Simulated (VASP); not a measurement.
Write the native input for VASP 6.6.1 that does the following.

```
Task                   : single point
Functional             : PBEsol
Potentials or basis    : VASP PAW PBE potentials, release 64 (Sb)
Cutoff                 : 520 eV
k mesh                 : 12 × 12 × 12
Occupations            : fermi-dirac, width 0.05 eV
Spin                   : no spin polarisation
Ladder                 : free
Further INCAR settings : ALGO = Normal; EDIFF = 1e-07; NBANDS = 8
```

The structure of Sb lies in POSCAR:

```
Sb
1.0
   -1.5765401831      1.5765401831      2.7119384313
    1.5765401831     -1.5765401831      2.7119384313
    1.5765401831      1.5765401831     -2.7119384313
Sb
1
Direct
    0.0000000000      0.0000000000      0.0000000000
```

This isn't the form of Sb at room conditions, which is rhombohedral.

The input as run:

INCAR

```
SYSTEM = Sb
PREC = Accurate ; ENCUT = 520
EDIFF = 1E-7 ; ISMEAR = -1
SIGMA = 0.05 ; LREAL = .False.
LASPH = .True. ; NELM = 80
ALGO = Normal ; ISIF = 2
LWAVE = .False. ; LCHARG = .False.
GGA = PS ; NBANDS = 8
```

KPOINTS

```
regular mesh
0
Gamma
  12 12 12
  0 0 0
```

Potentials or basis: VASP PAW PBE potentials, release 64 (Sb).

Run with:

```sh
$ cat potpaw_PBE.64/Sb/POTCAR > POTCAR
$ mpirun -np 1 vasp_std > vasp.out
```

It gave:

* Pressure: -1.3 GPa
* Band gap on the k mesh: none (metal or under the smearing width)

Caveat: the PAW data sets were made with another functional, which shifts forces and pressure a little.

It took 19 s on 1 thread of Intel(R) Xeon(R) Platinum 8488C (Sapphire Rapids), with other jobs on the host, peak memory 0.17 GiB.
